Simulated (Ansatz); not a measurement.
A run of Ansatz 0.2.0:

File input:

```
crystal:
  lattice:
    - [2.98064, 0.0, 0.0]
    - [-1.49032, 2.58131, 0.0]
    - [0.0, 0.0, 2.68337]
  atoms:
    - { symbol: Ga, position: [0.66667, 0.33333, 0.5] }
    - { symbol: "N", position: [0.0, 0.0, 0.0] }
hamiltonian:
  xc: b3lyp
  pseudopotentials: { kind: paw }
kpoints:
  mp_grid: { grid: [5, 5, 5] }
scf:
  occupations: { method: fermi_dirac, width: 0.05 }
output:
  forces: true
  stress: true
  eigenvalues: true
relax:
  f_tol: 0.01
  max_steps: 40
  cell: { stress_tol: 0.05 }
```

Hardware: 1 × NVIDIA H100 80GB HBM3 with 2 threads of AMD EPYC 7R13 Processor (Zen 3) (shared host).

Problem. Estimate the wall time of this run.

Solution. Run time: 41 s on 1 × NVIDIA H100 80GB HBM3 with 2 threads of AMD EPYC 7R13 Processor (Zen 3), on a shared host, peak memory 1.7 GiB. Counts: scf iterations 104, plane waves 393, k points 15, bands 13, ion steps 7.
